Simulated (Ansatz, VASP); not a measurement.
# MgO in VASP and in Ansatz

```
CELL_PARAMETERS angstrom
0.00000 2.09700 2.09700
2.09700 0.00000 2.09700
2.09700 2.09700 0.00000
ATOMIC_POSITIONS crystal
Mg 0.00000 0.00000 0.00000
O 0.50000 0.50000 0.50000
```

The cell is a database's computed one.

Alike in both runs: task single point; functional PBE; k mesh 11 × 11 × 11; occupations gaussian, width 0.02 eV; no spin polarisation.

|  | VASP | Ansatz |
| --- | --- | --- |
| version | VASP 6.6.1 | Ansatz 0.2.0 |
| potentials or method | VASP PAW PBE potentials, release 64 (Mg, O), cutoff 520 eV | all-electron LAPW, scalar-relativistic |

Ansatz gave:

```
gap on the k mesh at the Fermi level (eV) : 4.86
least direct gap on the mesh (eV)         : 4.86
pressure (GPa)                            : 7.0
```

Q: Estimate VASP's values.

A: gap on the k mesh at the Fermi level (eV): 4.85; least direct gap on the mesh (eV): 4.85; pressure (GPa): 6.2.

Ansatz ran all-electron here, so the differences hold the error of VASP's frozen core and of both bases.

Expect the measured gap to be larger: semilocal functionals such as PBE lack the derivative discontinuity.
